Pushing one atom of an aluminium crystal a tenth of an ångström off its site costs a few hundredths of an electronvolt, about the thermal energy at room temperature. A push of nearly half an ångström costs more than half an electronvolt. The table follows such a push in a cell of eight atoms, with the other seven atoms and the cell itself held fixed.

The displacement d is counted along one cubic axis, and the force is the one on the moved atom along that axis. The energy change is measured from the undisturbed crystal. A positive pressure means that the cell would expand if it were released.

One atom displaced along a cubic axis in an eight-atom cell of fcc Al (Fm-3m before the displacement, a = 3.983 Å, 15.79 Å³ an atom), all else fixed. Ansatz 0.2.0, plane-wave PAW, scalar-relativistic PBE with D3(BJ) dispersion correction, no spin polarisation, cutoff 420 eV, Gamma-centred 14×14×14 k mesh, Gaussian smearing of 0.15 eV; energies are free energies.

```
displacement (Å)  energy change (eV a cell)  force along direction (eV/Å summed over the moved atoms)  pressure (GPa)
           -0.45                      0.567                                                     2.636            2.22
           -0.15                      0.060                                                     0.807            0.24
               0                          ?                                                         ?               ?
           0.075                      0.015                                                    -0.400            0.05
           0.225                      0.137                                                    -1.230            0.55
             0.3                      0.245                                                    -1.674            0.98
           0.375                      0.388                                                    -2.142            1.54
```

(a) What law connects force and energy with displacement, and why does the well get stiffer outward?

Solution. In the undisturbed crystal every neighbour of the atom has a partner exactly opposite. A push to the left must therefore cost as much as an equal push to the right. The energy can contain only even powers of d, and the force only odd ones:

F = −k d − q d³
E = k d²/2 + q d⁴/4

For small d only the first term counts, and the atom sits on an ordinary spring. Fitted to the forces of the six displaced rows, the law gives k = 5.34 eV/Å² and q = 2.57 eV/Å⁴. The energy then follows without further adjustment. For the farthest row, whose force was part of the fit but whose energy was not,

E(−0.45 Å) = 5.34 × 0.45²/2 + 2.57 × 0.45⁴/4 = 0.54 + 0.03 = 0.57 eV,

as in the table. This agreement shows that energies and forces belong to one smooth curve; it does not reveal what causes the stiffness. The two-term law misses the forces by up to 0.003 eV/Å, several times what rounding explains. The misses are not random: plotted against d², the ratio of force to displacement climbs less and less steeply toward the far rows. A small fifth-power term therefore works against the cubic one, and the fitted q is an average over this range of d.

The ratio of force to displacement rises by about a tenth between 0.075 and 0.45 Å. The geometry suggests why. At the far end four neighbours have come as close as 2.52 Å, while the four on the opposite side have receded to 3.15 Å. The stiffness of a repulsive contact itself climbs faster and faster as the atoms close in, so the contacts on the side being approached gain more stiffness than those on the other side lose. Because these contacts lie at 45° to the push, the sideways part of the motion also lengthens all eight a little, which is expected to take back part of the gain without reversing it. The forces on the seven fixed atoms, which together balance the force on the moved one, support this picture. About nine tenths of the rise comes from the four atoms that, with their periodic copies, form these eight contacts. The same four atoms also carry slightly more than the whole force, so this share tells where the rise sits rather than why it occurs. That repulsion is the cause remains the standard explanation, since the forces do not separate it from the rest of the bonding.

The value of k belongs to this particular motion. The copies of the moved atom in neighbouring cells move along with it, and the other atoms may not give way. A truly single atom in a crystal free to respond would feel a softer spring.

(b) Moving the atom to either side produces a positive pressure. What does that say about the spring?

Solution. Take first the limiting case of a spring whose k does not depend on the volume V of the cell. When the cell is stretched evenly, all distances stretch with it, and so does d, in proportion to the cube root of V. The stored energy k d²/2 then grows with volume, and the crystal pulls inward:

P = −dE/dV = −k d²/(3V)

At −0.45 Å this would be about −0.5 GPa. The table has 2.22 GPa, with the opposite sign. The spring must therefore become softer as the crystal expands, strongly enough to outweigh the inward pull.

How strongly follows from the size of the pressure. Like the energy, the pressure must be the same for left and right, so its simplest form is P = p₀ + c d². Fitted to the six displaced rows, c is 11.0 GPa/Å². With V = 8 × 15.79 Å³ = 126 Å³, and 1 eV/Å³ = 160 GPa, the relative fall of k per relative growth of V is

2 (cV/k + 1/3) = 2 (11.0 × 126/(160 × 5.34) + 1/3) ≈ 3.9

One percent more volume thus makes this spring about four percent softer.

The same mechanism lies behind ordinary thermal expansion. Heat keeps the atoms off their sites, the mean of d² grows with temperature, and each displaced atom presses the crystal outward. A material whose springs soften more on stretching, at equal stiffness against compression and equal heat capacity per volume, expands more.

The softening also indicates how far to trust k. The dispersion correction used here is known to contract aluminium too much, and the calculated volume is expected to lie a few percent below the real one. With a factor of four between volume and stiffness, the small volume alone should make k too high by ten percent or more.

(c) Predict energy change, force and pressure at zero displacement.

Solution. A straight line between the two nearest rows, at −0.15 and 0.075 Å, is the quickest guess. It should serve well for the force, which is odd and passes almost straight through the centre. It should fail for energy and pressure, which are even: a chord across the bottom of a bowl runs above the bottom. The chord gives 0.03 eV for the energy change and 0.11 GPa for the pressure.

The symmetric laws lead to these forecasts:

Energy change: 0.000 eV, by definition, since this row is the zero of the scale.
Force: 0.000 eV/Å by symmetry, with a range of −0.005 to 0.005 for numerical noise.
Pressure: −0.01 GPa, with a range of −0.02 to 0.00, from the constant p₀ of the fit.

Only the pressure is a forecast drawn from the data. Symmetry allows the undisturbed crystal any pressure, and how close it lies to zero depends on how well the cell was relaxed beforehand.

The withheld rows as computed:

```
displacement (Å)  energy change (eV a cell)  force along direction (eV/Å summed over the moved atoms)  pressure (GPa)
               0                      0.000                                                     0.000           -0.01
```

All three values fall where they were expected. The energy earns no credit, and the force confirms only that the atom started on its symmetric site. The pressure of −0.01 GPa is a real hit: the square law found in the displaced rows continues to the centre. Its distance from zero is a single unit of the last printed digit and needs no physical cause.

The chord fails as foreseen. It misses the pressure by 0.12 GPa and the energy by 0.03 eV, yet its force is right to within 0.003 eV/Å. Knowing which quantities are even and which are odd was worth more here than having close neighbours on both sides. The printed output below gives the fits and their errors.

Numerical output:

```
fit of force_along_direction on 6 rows: coefficient of d -5.342 +/- 0.01, coefficient of d3 -2.573 +/- 0.066; rms 0.00231, worst 0.375 0.00321, leave-one-out rms 0.00572
  rows outside the fit (model, value, miss): 0.0 0, 0, 0
fit of energy_change on 6 rows: constant -0.0001786 +/- 0.00018, coefficient of Eint 0.9998 +/- 0.0006; rms 0.000233, worst 0.225 -0.000355, leave-one-out rms 0.000321
  rows outside the fit (model, value, miss): 0.0 -0.0001786, 0, -0.000179
fit of pressure on 6 rows: constant -0.009492 +/- 0.0013, coefficient of d2 11.01 +/- 0.012; rms 0.00166, worst 0.075 0.00245, leave-one-out rms 0.00245
  rows outside the fit (model, value, miss): 0.0 -0.009492, -0.01, 0.000508
force over displacement at 0.075 Å, eV/Å²: 5.333
force over displacement at -0.45 Å, eV/Å²: 5.858
rise of this ratio from 0.075 to 0.45 Å, percent: 9.833
quartic share of the integrated energy at -0.45 Å, percent: 4.651
largest difference of integrated force and energy in displaced rows, eV: 0.0005812
straight-line guess at zero for the energy change, eV: 0.03
straight-line guess at zero for the force, eV/Å: 0.002333
straight-line guess at zero for the pressure, GPa: 0.1133
four shortest contacts at -0.45 Å, Å: 2.518
four longest contacts at -0.45 Å, Å: 3.151
pressure at -0.45 Å if k did not depend on volume, GPa: -0.4573
percent fall of k per percent growth of volume: 3.918
```
